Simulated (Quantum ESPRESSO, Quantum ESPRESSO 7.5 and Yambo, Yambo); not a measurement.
**Quasiparticle gap of MgO (Periclase) in Yambo**

Wanted: ground state, empty states, screening and self-energy for MgO (Periclase).

Program: Quantum ESPRESSO 7.5 and Yambo 5.3.0. Level of theory: PBE and many-body steps on it, plane waves. Results are calculated unless marked as measured.

The database entry behind the starting cell differs from later determinations by our own check (about 0.1 % long), so it need not match the best structure at ambient conditions.

**1. Set-up**

It takes space group Fm-3m (No. 225, cubic). The conventional cell has a = 4.217 Å, b = 4.217 Å, c = 4.217 Å, α = 90.00°, β = 90.00°, γ = 90.00°. Nearest to Mg lie 6 O at 2.11 Å. Nearest to O lie 6 Mg at 2.11 Å. Farther neighbours and most contacts between anions are not listed.

The cell and positions come from the Crystallography Open Database and are kept as given unless a step says otherwise.

**2. Ground state**

This step: Quantum ESPRESSO 7.5; DFT, PBE, plane waves, norm-conserving pseudopotentials.

The ground-state density comes first.

pw.in reads:

```
&control
  calculation = 'scf'
  prefix = 'x'
  outdir = 'o'
  pseudo_dir = 'pseudo'
/
&system
  ibrav = 0
  nat = 2
  ntyp = 2
  ecutwfc = 76.0
  nbnd = 13
  force_symmorphic = .true.
/
&electrons
  conv_thr = 1e-10
  electron_maxstep = 80
  mixing_beta = 0.5
/
ATOMIC_SPECIES
  Mg 24.305 Mg.upf
  O 15.999 O.upf
CELL_PARAMETERS angstrom
  -0.0000000000 2.1085000000 2.1085000000
  2.1085000000 0.0000000000 2.1085000000
  2.1085000000 2.1085000000 0.0000000000
ATOMIC_POSITIONS crystal
  Mg 0.0000000000 0.0000000000 0.0000000000
  O 0.5000000000 0.5000000000 0.5000000000
K_POINTS automatic
  8 8 8 0 0 0
```

Started as:

```bash
$ OMP_NUM_THREADS=1 mpirun -n 4 pw.x -nk 4 -in pw.in > pw.out
```

The program printed:

```text
Program PWSCF v.7.5 starts

     This program is part of the open-source Quantum ESPRESSO suite
     for quantum simulation of materials; please cite
         "P. Giannozzi et al., J. Phys.:Condens. Matter 21 395502 (2009);
         "P. Giannozzi et al., J. Phys.:Condens. Matter 29 465901 (2017);
         "P. Giannozzi et al., J. Chem. Phys. 152 154105 (2020);
     in publications or presentations arising from this work. More details at
     Message from routine setup:
     using ibrav=0 with symmetry is DISCOURAGED, use correct ibrav instead

     G-vector sticks info

     bravais-lattice index     =            0
     lattice parameter (alat)  =       5.6349  a.u.
     unit-cell volume          =     126.5166 (a.u.)^3
     number of atoms/cell      =            2
     number of atomic types    =            2
     number of electrons       =        16.00
     number of Kohn-Sham states=           13
     kinetic-energy cutoff     =      76.0000  Ry
     charge density cutoff     =     304.0000  Ry
     scf convergence threshold =      1.0E-10
     mixing beta               =       0.5000
     number of iterations used =            8  plain     mixing
     Exchange-correlation= PBE
                           (   1   4   3   4   0   0   0)

     celldm(1)=   5.634916  celldm(2)=   0.000000  celldm(3)=   0.000000
     celldm(4)=   0.000000  celldm(5)=   0.000000  celldm(6)=   0.000000

     crystal axes: (cart. coord. in units of alat)
               a(1) = (  -0.000000   0.707107   0.707107 )
               a(2) = (   0.707107   0.000000   0.707107 )
               a(3) = (   0.707107   0.707107   0.000000 )

     reciprocal axes: (cart. coord. in units 2 pi/alat)
               b(1) = ( -0.707107  0.707107  0.707107 )
               b(2) = (  0.707107 -0.707107  0.707107 )
               b(3) = (  0.707107  0.707107 -0.707107 )
     Pseudo is Norm-conserving, Zval = 10.0
     Generated using ONCVPSP code by D. R. Hamann
     Using radial grid of 1510 points,  4 beta functions with:
     Pseudo is Norm-conserving + core correction, Zval =  6.0
     Generated using ONCVPSP code by D. R. Hamann
     Using radial grid of  936 points,  5 beta functions with:
     Mg               10.00    24.30500     Mg( 1.00)
     O                 6.00    15.99900     O ( 1.00)

     48 Sym. Ops., with inversion, found

   Cartesian axes

     site n.     atom                  positions (alat units)
         1        Mg     tau(   1) = (   0.0000000   0.0000000   0.0000000  )
         2        O      tau(   2) = (   0.7071068   0.7071068   0.7071068  )

     number of k points=    29
                       cart. coord. in units 2pi/alat
        k(    1) = (   0.0000000   0.0000000   0.0000000), wk =   0.0039062
        k(    2) = (   0.0883883   0.0883883  -0.0883883), wk =   0.0312500
        k(    3) = (   0.1767767   0.1767767  -0.1767767), wk =   0.0312500
        k(    4) = (   0.2651650   0.2651650  -0.2651650), wk =   0.0312500
        k(    5) = (  -0.3535534  -0.3535534   0.3535534), wk =   0.0156250
        k(    6) = (   0.1767767   0.0000000   0.0000000), wk =   0.0234375
        k(    7) = (   0.2651650   0.0883883  -0.0883883), wk =   0.0937500
        k(    8) = (   0.3535534   0.1767767  -0.1767767), wk =   0.0937500
        k(    9) = (  -0.2651650  -0.4419417   0.4419417), wk =   0.0937500
        k(   10) = (  -0.1767767  -0.3535534   0.3535534), wk =   0.0937500
     [... 17 further rows ...]
        k(   28) = (  -0.7071068   0.1767767  -0.0000000), wk =   0.0468750
        k(   29) = (  -0.7071068   0.3535534   0.0000000), wk =   0.0234375

     Dense  grid:    11311 G-vectors     FFT dimensions: (  32,  32,  32)

     Initial potential from superposition of free atoms

     starting charge      15.9992, renormalised to      16.0000
     Starting wfcs are    9 randomized atomic wfcs +    4 random wfcs

     per-process dynamical memory:    13.1 Mb

     Self-consistent Calculation

     iteration #  1     ecut=    76.00 Ry     beta= 0.50

     total energy              =    -151.98509152 Ry
     estimated scf accuracy    <       0.38640133 Ry

     iteration #  2     ecut=    76.00 Ry     beta= 0.50

     total energy              =    -152.09121920 Ry
     estimated scf accuracy    <       0.06153055 Ry

     iteration #  3     ecut=    76.00 Ry     beta= 0.50

     total energy              =    -152.10137216 Ry
     estimated scf accuracy    <       0.00323920 Ry

     iteration #  4     ecut=    76.00 Ry     beta= 0.50

     total energy              =    -152.10154714 Ry
     estimated scf accuracy    <       0.00008510 Ry

     iteration #  5     ecut=    76.00 Ry     beta= 0.50

     total energy              =    -152.10156155 Ry
     estimated scf accuracy    <       0.00000255 Ry

     iteration #  6     ecut=    76.00 Ry     beta= 0.50

     total energy              =    -152.10156189 Ry
     estimated scf accuracy    <       0.00000034 Ry

     iteration #  7     ecut=    76.00 Ry     beta= 0.50

     total energy              =    -152.10156189 Ry
     estimated scf accuracy    <       0.00000004 Ry

     iteration #  8     ecut=    76.00 Ry     beta= 0.50

     total energy              =    -152.10156190 Ry
     estimated scf accuracy    <          2.8E-09 Ry

     iteration #  9     ecut=    76.00 Ry     beta= 0.50

     End of self-consistent calculation

          k = 0.0000 0.0000 0.0000 (  1411 PWs)   bands (ev):

   -64.3635 -31.1132 -31.1132 -31.1132  -9.1598   8.0108   8.0108   8.0108
    12.7439  23.9496  23.9496  23.9496  27.7112

          k = 0.0884 0.0884-0.0884 (  1423 PWs)   bands (ev):

   -64.3622 -31.1257 -31.1147 -31.1147  -8.9928   7.0680   7.9110   7.9110
    13.6509  22.2184  24.2970  24.2970  28.6700

          k = 0.1768 0.1768-0.1768 (  1405 PWs)   bands (ev):

   -64.3592 -31.1550 -31.1176 -31.1176  -8.5599   5.3798   7.6806   7.6806
    15.0976  20.6247  24.7407  24.7407  28.2672

          k = 0.2652 0.2652-0.2652 (  1423 PWs)   bands (ev):

     [... further k-points ...]

     highest occupied, lowest unoccupied level (ev):     8.0108   12.7439

!    total energy              =    -152.10156190 Ry
     estimated scf accuracy    <          4.8E-11 Ry

     The total energy is the sum of the following terms:
     one-electron contribution =     -74.52621981 Ry
     hartree contribution      =      41.57252589 Ry
     xc contribution           =     -24.49213348 Ry
     ewald contribution        =     -94.65573450 Ry

     convergence has been achieved in   9 iterations

     XML data file, charge density, pseudopotentials, collected wavefunctions

=------------------------------------------------------------------------------=
   JOB DONE.
=------------------------------------------------------------------------------=
```

Wall time 2.2 s (4 MPI ranks of Arm Neoverse V1, shared host); peak memory 0.19 GiB; 8.6 s of CPU time.

Numbers from this step:

- total energy: -2069.4472 eV
- gap: 4.733 eV
- k of the valence top: 0, 0, 0
- k of the conduction bottom: 0, 0, 0
- least direct gap: 4.733 eV

The gap is direct, at Γ.

**3. Bands along the symmetry lines**

The cheap functional maps the bands first; the places of the edges decide which points the dearer methods must see.

pw.in reads:

```
&control
  calculation = 'bands'
  prefix = 'x'
  outdir = 'o'
  pseudo_dir = 'pseudo'
/
&system
  ibrav = 0
  nat = 2
  ntyp = 2
  ecutwfc = 76.0
  nbnd = 14
  force_symmorphic = .true.
/
&electrons
  conv_thr = 1e-9
  electron_maxstep = 80
  diago_full_acc = .true.
  diago_thr_init = 5e-6
/
ATOMIC_SPECIES
  Mg 24.305 Mg.upf
  O 15.999 O.upf
CELL_PARAMETERS angstrom
  -0.0000000000 2.1085000000 2.1085000000
  2.1085000000 0.0000000000 2.1085000000
  2.1085000000 2.1085000000 0.0000000000
ATOMIC_POSITIONS crystal
  Mg 0.0000000000 0.0000000000 0.0000000000
  O 0.5000000000 0.5000000000 0.5000000000
K_POINTS crystal
  50
  0.00000000 0.00000000 0.00000000 1
  0.06250000 0.00000000 0.06250000 1
  0.12500000 0.00000000 0.12500000 1
  0.18750000 0.00000000 0.18750000 1
  0.25000000 0.00000000 0.25000000 1
  0.31250000 0.00000000 0.31250000 1
  0.37500000 0.00000000 0.37500000 1
  0.43750000 0.00000000 0.43750000 1
  0.50000000 0.00000000 0.50000000 1
  0.51562500 0.03125000 0.51562500 1
  0.53125000 0.06250000 0.53125000 1
  0.54687500 0.09375000 0.54687500 1
  0.56250000 0.12500000 0.56250000 1
  0.57812500 0.15625000 0.57812500 1
  0.59375000 0.18750000 0.59375000 1
  0.60937500 0.21875000 0.60937500 1
  0.62500000 0.25000000 0.62500000 1
  0.37500000 0.37500000 0.75000000 1
  0.32812500 0.32812500 0.65625000 1
  0.28125000 0.28125000 0.56250000 1
  0.23437500 0.23437500 0.46875000 1
  0.18750000 0.18750000 0.37500000 1
  0.14062500 0.14062500 0.28125000 1
  0.09375000 0.09375000 0.18750000 1
  0.04687500 0.04687500 0.09375000 1
  0.00000000 0.00000000 0.00000000 1
  0.06250000 0.06250000 0.06250000 1
  0.12500000 0.12500000 0.12500000 1
  0.18750000 0.18750000 0.18750000 1
  0.25000000 0.25000000 0.25000000 1
  0.31250000 0.31250000 0.31250000 1
  0.37500000 0.37500000 0.37500000 1
  0.43750000 0.43750000 0.43750000 1
  0.50000000 0.50000000 0.50000000 1
  0.50000000 0.46875000 0.53125000 1
  0.50000000 0.43750000 0.56250000 1
  0.50000000 0.40625000 0.59375000 1
  0.50000000 0.37500000 0.62500000 1
  0.50000000 0.34375000 0.65625000 1
  0.50000000 0.31250000 0.68750000 1
  0.50000000 0.28125000 0.71875000 1
  0.50000000 0.25000000 0.75000000 1
  0.50000000 0.21875000 0.71875000 1
  0.50000000 0.18750000 0.68750000 1
  0.50000000 0.15625000 0.65625000 1
  0.50000000 0.12500000 0.62500000 1
  0.50000000 0.09375000 0.59375000 1
  0.50000000 0.06250000 0.56250000 1
  0.50000000 0.03125000 0.53125000 1
  0.50000000 0.00000000 0.50000000 1
```

The program printed:

```text
[banner, memory and clock lines left out]
Program PWSCF v.7.5 starts

     Atomic positions and unit cell read from directory:
     o/x.save/

     Message from routine setup:
     using ibrav=0 with symmetry is DISCOURAGED, use correct ibrav instead

     G-vector sticks info

     bravais-lattice index     =            0
     lattice parameter (alat)  =       5.6349  a.u.
     unit-cell volume          =     126.5166 (a.u.)^3
     number of atoms/cell      =            2
     number of atomic types    =            2
     number of electrons       =        16.00
     number of Kohn-Sham states=           14
     kinetic-energy cutoff     =      76.0000  Ry
     charge density cutoff     =     304.0000  Ry
     Exchange-correlation= PBE
                           (   1   4   3   4   0   0   0)

     celldm(1)=   5.634916  celldm(2)=   0.000000  celldm(3)=   0.000000
     celldm(4)=   0.000000  celldm(5)=   0.000000  celldm(6)=   0.000000

     crystal axes: (cart. coord. in units of alat)
               a(1) = (  -0.000000   0.707107   0.707107 )
               a(2) = (   0.707107   0.000000   0.707107 )
               a(3) = (   0.707107   0.707107   0.000000 )

     reciprocal axes: (cart. coord. in units 2 pi/alat)
               b(1) = ( -0.707107  0.707107  0.707107 )
               b(2) = (  0.707107 -0.707107  0.707107 )
               b(3) = (  0.707107  0.707107 -0.707107 )
     Pseudo is Norm-conserving, Zval = 10.0
     Generated using ONCVPSP code by D. R. Hamann
     Using radial grid of 1510 points,  4 beta functions with:
     Pseudo is Norm-conserving + core correction, Zval =  6.0
     Generated using ONCVPSP code by D. R. Hamann
     Using radial grid of  936 points,  5 beta functions with:
     Mg               10.00    24.30500     Mg( 1.00)
     O                 6.00    15.99900     O ( 1.00)

     48 Sym. Ops., with inversion, found

   Cartesian axes

     site n.     atom                  positions (alat units)
         1        Mg     tau(   1) = (   0.0000000   0.0000000   0.0000000  )
         2        O      tau(   2) = (   0.7071068   0.7071068   0.7071068  )

     number of k points=    50
                       cart. coord. in units 2pi/alat
        k(    1) = (   0.0000000   0.0000000   0.0000000), wk =   0.0400000
        k(    2) = (   0.0000000   0.0883883   0.0000000), wk =   0.0400000
        k(    3) = (   0.0000000   0.1767767   0.0000000), wk =   0.0400000
[...]
[... 38 further rows ...]
        k(   49) = (   0.0441942   0.7071068   0.0000000), wk =   0.0400000
        k(   50) = (   0.0000000   0.7071068   0.0000000), wk =   0.0400000

     Dense  grid:    11311 G-vectors     FFT dimensions: (  32,  32,  32)

     The potential is recalculated from file :
     o/x.save/charge-density

     Starting wfcs are    9 randomized atomic wfcs +    5 random wfcs

     Band Structure Calculation

     End of band structure calculation

          k = 0.0000 0.0000 0.0000 (  1411 PWs)   bands (ev):

   -64.3635 -31.1133 -31.1133 -31.1133  -9.1597   8.0109   8.0109   8.0109
    12.7439  23.9496  23.9496  23.9496  27.7112  29.7246

          k = 0.0000 0.0884 0.0000 (  1419 PWs)   bands (ev):

   -64.3631 -31.1164 -31.1144 -31.1144  -9.1029   7.7028   7.9502   7.9502
    13.0966  23.1332  24.0779  24.0779  28.6805  28.7905

          k = 0.0000 0.1768 0.0000 (  1419 PWs)   bands (ev):

   -64.3619 -31.1249 -31.1175 -31.1175  -8.9402   6.9904   7.7830   7.7830
    13.9454  21.7310  24.4333  24.4333  26.9194  30.2063

          k =-0.0000 0.2652 0.0000 (  1411 PWs)   bands (ev):

[...]
k = 0.0000 0.4419-0.0000 (  1411 PWs)   bands (ev):

[...]
k =-0.0000 0.5303 0.0000 (  1407 PWs)   bands (ev):

[...]
k = 0.0000 0.6187-0.0000 (  1399 PWs)   bands (ev):

[...]
k = 0.4640 0.4640-0.0000 (  1428 PWs)   bands (ev):

[...]
k = 0.3315 0.3315-0.0000 (  1416 PWs)   bands (ev):

[...]
k = 0.3094 0.7071-0.0000 (  1426 PWs)   bands (ev):

[...]
k = 0.2210 0.7071-0.0000 (  1410 PWs)   bands (ev):

[...]
k = 0.1768 0.7071-0.0000 (  1418 PWs)   bands (ev):

[...]
k = 0.0442 0.7071 0.0000 (  1410 PWs)   bands (ev):

   -64.3523 -31.1840 -31.1416 -31.1412  -7.6265   4.0059   6.6443   6.6658
    17.2933  18.0453  21.0454  26.8187  26.9892  33.5889

          k = 0.0000 0.7071 0.0000 (  1428 PWs)   bands (ev):

   -64.3523 -31.1846 -31.1413 -31.1413  -7.6288   3.9868   6.6826   6.6826
    17.2331  17.9851  21.0654  26.9476  26.9476  33.5058

     XML data file, pseudopotentials, collected wavefunctions
```

Run time: 1.4 s. Hardware: 4 MPI ranks; peak memory 0.05 GiB.

This step gave:

| Quantity | Value |
| --- | --- |
| gap | 4.733 eV |
| k of the valence top | 0, 0, 0 |
| k of the conduction bottom | 0, 0, 0 |
| least direct gap | 4.733 eV |

The gap is 4.733 eV, as in the run before at this level.

The electronic bands at the labelled points (eV, zero at the top of the highest filled band; v1 is the highest filled band, c1 the lowest empty one):

| point | v4 | v3 | v2 | v1 | c1 | c2 | c3 | c4 |
| --- | --- | --- | --- | --- | --- | --- | --- | --- |
| Γ | -17.17 | 0.00 | 0.00 | 0.00 | 4.73 | 15.94 | 15.94 | 15.94 |
| halfway | -16.41 | -2.60 | -0.72 | -0.72 | 8.06 | 11.27 | 15.51 | 17.50 |
| X | -15.64 | -4.02 | -1.33 | -1.33 | 9.22 | 9.97 | 13.05 | 18.94 |
| halfway | -15.62 | -3.87 | -1.77 | -1.27 | 9.59 | 10.49 | 12.90 | 18.58 |
| U | -15.61 | -3.44 | -2.67 | -1.12 | 10.14 | 11.76 | 12.51 | 18.11 |
| jump to K | -15.61 | -3.44 | -2.67 | -1.12 | 10.14 | 11.76 | 12.51 | 18.11 |
| halfway | -16.34 | -2.91 | -1.16 | -0.38 | 8.15 | 12.04 | 15.37 | 17.95 |
| Γ | -17.17 | 0.00 | 0.00 | 0.00 | 4.73 | 15.94 | 15.94 | 15.94 |
| halfway | -16.57 | -2.63 | -0.33 | -0.33 | 7.09 | 12.61 | 16.73 | 16.73 |
| L | -15.86 | -4.57 | -0.63 | -0.63 | 7.91 | 12.57 | 16.32 | 16.32 |
| halfway | -15.72 | -3.96 | -1.90 | -0.97 | 9.68 | 12.18 | 13.50 | 16.90 |
| W | -15.58 | -2.91 | -2.91 | -1.75 | 11.66 | 11.66 | 12.15 | 15.52 |
| halfway | -15.61 | -3.73 | -1.87 | -1.54 | 10.08 | 10.85 | 12.73 | 17.32 |
| X | -15.64 | -4.02 | -1.33 | -1.33 | 9.22 | 9.97 | 13.05 | 18.94 |

The electronic bands as a text plot (rows in eV, shown from -8.0 to 10.7 only):

```
   10.3 |       ++   +++ +++++                         +     ++++
    9.6 |         +++++++                             +       +++
    8.8 |       ++            ++                    ++
    8.0 |     ++                +              +++++
    7.2 |    +                   ++         +++
    6.4 |                                  +
    5.7 |  ++                      ++    ++
    4.9 |++                          ++++
    4.1 |
    3.3 |
    2.5 |
    1.8 |
    1.0 |
    0.2 |**                        ********
   -0.6 | ********         ***********  ***************
   -1.4 |  **     *********     *  **               ** **********
   -2.1 |    *         ***  **** **        *          **    **
   -2.9 |     ****        **    *           *           ****
   -3.7 |         ********* ****             ***      ***   *****
   -4.5 |                                       ******
   -5.3 |
   -6.0 |
   -6.8 |
   -7.6 |
         Γ           X  U|K            Γ         L        W     X
```

[end of part 1 of 2]

[Paths, hosts, dates, memory and timing lines, banners, echoed tables and standing remarks are left out of the program output.]

[Logs are printed without paths, hosts, clocks, repeated set-up lines and the standing remarks that a program may print on its own settings, such as how far it seeks lower states.]

[Runs of the session that timed out or met a known fault of the program may be left out.]

[Hosts, paths, dates, database ids (printed as entryN), source tags and the programs' standing remarks are cut or masked in the printed files.]
